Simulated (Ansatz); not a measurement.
# Nb (Nb, beta-Sn type): the cost of one run

Method: DFT RPBE, plane waves (420 eV) with PAW, scalar-relativistic; PBE-made PAW files, in Ansatz 0.2.0.

**1. The starting structure**

It takes space group I4_1/amd (No. 141, tetragonal). Conventional cell: a = 5.171 Å, b = 5.171 Å, c = 2.823 Å, α = 90.00°, β = 90.00°, γ = 90.00°. Around Nb (site symmetry -4m2) lie 6 Nb at 2.68 to 2.82 Å.

Coordinates:

```
Nb
1.0
    -2.58551    2.58551    1.41169
     2.58551   -2.58551    1.41169
     2.58551    2.58551   -1.41169
Nb
2
Cartesian
  0.0000 0.0000 0.0000
  0.0000 2.5855 0.7058
```

**2. Relaxation of the cell**

File input.yaml:

```yaml
crystal:
  lattice:
    - [-2.5855055049, 2.5855055049, 1.4116860057]
    - [2.5855055049, -2.5855055049, 1.4116860057]
    - [2.5855055049, 2.5855055049, -1.4116860057]
  atoms:
    - { symbol: Nb, position: [0.0, 0.0, 0.0] }
    - { symbol: Nb, position: [0.75, 0.25, 0.5] }
hamiltonian:
  xc: rpbe
  pseudopotentials:
    kind: paw
    azcp:
      Nb: "pseudopotentials/Nb.paw.azcp"
basis:
  ecutwfc: 420
  fft_grid_basis: typed
kpoints:
  mp_grid: { grid: [13, 13, 9], shift: [0, 0, 0] }
magnetization:
  spin_polarized: false
scf:
  occupations: { method: fermi_dirac, width: 0.1 }
relax:
  max_steps: 60
  f_tol: 0.01
  cell: {}
```

Launch:

```
$ ansatz run input.yaml --threads 2 --pin off --max-ram 5120MiB --backend cpu --events-out ev --progress --plain --runs-dir out
```

What time and memory should one allow on 2 threads of Intel Xeon 6975P-C (Granite Rapids), shared host?

About 63 s, with a peak of 0.58 GiB.
